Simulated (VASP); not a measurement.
NiO:

```
CELL_PARAMETERS angstrom
0.00000 2.06217 2.06217
2.06217 0.00000 2.06217
2.06217 2.06217 0.00000
ATOMIC_POSITIONS crystal
Ni 0.00000 0.00000 0.00000
O 0.75000 0.75000 0.75000
```

The cell was built by a generator and needn't be a form met in nature.

```yaml
Program: VASP 6.6.1
Task: relaxation of cell and atoms
Functional: r2SCAN
Potentials_or_basis: VASP PAW PBE potentials, release 64 (Ni, O)
Cutoff: 600 eV
k_mesh: 11 × 11 × 11
Occupations: gaussian, width 0.05 eV
Spin: collinear spin, ferromagnetic start
Starting_moments: "[1.0, 0.0] μB"
```

At the start: pressure 63.0 GPa; volume 8.77 Å³/atom.

**Question.** Where does the relaxation end?

**Answer.** Over 16 steps the energy falls by 346.6 meV/atom and the volume is 10.92 Å³/atom (+24.5 %); space group F-43m (No. 216, to 0.05 Å); moment 2.00 μB per cell.

The path:
| step | energy change (eV) | largest force (eV/Å) | pressure (GPa) | volume (Å³) |
| --- | --- | --- | --- | --- |
| 1 | 0.0000 | 0.0000 | 63.01 | 17.54 |
| 2 | -0.1208 | 0.0000 | -25.08 | 27.83 |
| 3 | -0.6926 | 0.0000 | -1.35 | 22.05 |
| 4 | -0.6932 | 0.0000 | -0.35 | 21.92 |
| 5 | -0.6932 | 0.0000 | 0.39 | 21.83 |
| 6 | -0.6932 | 0.0000 | 0.37 | 21.83 |
| 7 | -0.6932 | 0.0000 | 0.34 | 21.83 |
| 8 | -0.6932 | 0.0000 | 0.35 | 21.83 |
| 9 | -0.6932 | 0.0000 | 0.35 | 21.83 |
| 10 | -0.6932 | 0.0000 | 0.34 | 21.83 |
| 11 | -0.6932 | 0.0000 | 0.34 | 21.83 |
| 12 | -0.6932 | 0.0000 | 0.33 | 21.83 |
| 13 | -0.6932 | 0.0000 | 0.32 | 21.83 |
| 14 | -0.6932 | 0.0000 | 0.33 | 21.83 |
| 15 | -0.6932 | 0.0000 | 0.31 | 21.83 |
| 16 | -0.6932 | 0.0000 | 0.28 | 21.83 |

Final structure:
```yaml
crystal:
  lattice:
    - [0.00000, 2.21836, 2.21836]
    - [2.21836, 0.00000, 2.21836]
    - [2.21836, 2.21836, 0.00000]
  atoms:
    - { symbol: Ni, position: [0.00000, 0.00000, 0.00000] }
    - { symbol: O, position: [0.75000, 0.75000, 0.75000] }
```

Caveat: the volume moved by over 15 % at a fixed basis, so the end points are rough; the PAW data sets were made with another functional, which shifts forces and pressure a little; a cell with one magnetic atom can't hold antiferromagnetic order, which such compounds often take.
